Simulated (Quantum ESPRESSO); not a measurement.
The system is AgCl (Chlorargyrite).

```
Ag Cl
1.0
     0.00000    2.73500    2.73500
     2.73500    0.00000    2.73500
     2.73500    2.73500    0.00000
Ag Cl
1 1
Cartesian
  0.0000 0.0000 0.0000
  2.7350 2.7350 2.7350
```

Base run:

| Property | Result |
| --- | --- |
| Program | Quantum ESPRESSO 7.5 |
| Functional | LDA |
| Potentials or basis | PseudoDojo 0.4.1 SR LDA standard |
| Cutoff | 1170 eV |
| Density cutoff | 4680 eV |
| k mesh | 8 × 8 × 8 |
| Occupations | fermi-dirac, width 0.05 eV |
| Spin | no spin polarisation |

Its results: band gap on the k mesh 0.61 eV, indirect (least direct gap 3.09 eV); pressure -3.8 GPa.

The run is repeated on the same cell with these changes: functional from LDA to PBE; potentials or basis from PseudoDojo 0.4.1 SR LDA standard to PseudoDojo 0.4.1 SR PBE standard; cutoff from 1170 eV to 1116 eV; density cutoff from 4680 eV to 4463 eV. What comes out?

Band gap on the k mesh 0.91 eV, indirect (least direct gap 3.32 eV); pressure 3.8 GPa.
